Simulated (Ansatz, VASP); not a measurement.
# BN in VASP and in Ansatz

```
B N
1.0
     2.52241    0.00000    0.00000
    -1.26121    2.18447    0.00000
     0.00000    0.00000    4.17499
B N
2 2
Direct
  0.66667 0.33333 0.99969
  0.33333 0.66667 0.49969
  0.66667 0.33333 0.62531
  0.33333 0.66667 0.12531
```

Alike in both runs: functional LDA; k mesh 9 × 9 × 6; occupations gaussian, width 0.1 eV; no spin polarisation.

Ansatz relaxed the structure, and its values are those at the end. VASP's run is a single point on that final structure, the one shown.

```csv
,VASP,Ansatz
version,VASP 6.6.1,Ansatz 0.2.0
potentials or method,"VASP PAW LDA potentials, release 64 (B, N)","scalar-relativistic, plane waves, PAW"
plane-wave cutoff (eV),520,520
valence electrons in the cell,16,16
```

|  | VASP | Ansatz | Ansatz less VASP |
| --- | --- | --- | --- |
| gap on the k mesh at the Fermi level (eV) | 4.90 | 4.93 | +0.026 |
| least direct gap on the mesh (eV) | 8.28 | 8.29 | +0.011 |
| pressure (GPa) | 1.2 | 0.3 | -0.93 |

Caveats: an odd mesh through Γ misses points on the zone boundary, where band edges often lie.
